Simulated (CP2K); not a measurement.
## Pd under changes of volume

One of the cells (15.547 Å³/atom); the others are scaled copies at fixed shape and fractional positions:

```
Pd
1.0
     2.72327    0.00000    0.00000
    -0.90776    2.56752    0.00000
    -0.90776   -1.28376    2.22354
Pd
1
Cartesian
  0.0000 0.0000 0.0000
```

This isn't the form of Pd at room conditions, which is fcc.

```yaml
Program: CP2K 2026.2
Functional: r2SCAN
Potentials_or_basis: POTENTIAL_UZH Pd GTH-SCAN-q18; TZVP-MOLOPT-SCAN-GTH basis
Density_cutoff: 9184 eV
k_mesh: 12 × 12 × 12
Occupations: fermi-dirac, width 0.0259 eV
Spin: no spin polarisation
```

```csv
volume (Å³/atom),energy over the lowest point (meV/atom),pressure (GPa)
14.614,?,?
14.925,13.87,7.8
15.236,3.04,3.5
15.547,0.00,-0.3
15.858,3.78,-3.5
16.169,13.53,-6.4
16.480,28.50,-8.9
```

Problem. What does the run at 14.614 Å³/atom give?

Solution. Energy over the lowest point 33.55 meV/atom; pressure 12.6 GPa.

Worked out: A Birch-Murnaghan fit of order 3 (a polynomial in V^(-2/3)) to the other rows has its minimum at 15.52 Å³/atom with B0 = V·E''(V) = 177 GPa and B' = 5.6. It gives 33.59 meV/atom at 14.614 Å³/atom, against the run's 33.55, and -dE/dV = 12.7 GPa, against 12.6.

Energies are extrapolated to zero smearing.

Caveats: the basis of atomic orbitals isn't converged, which shifts pressures, moduli and gaps.
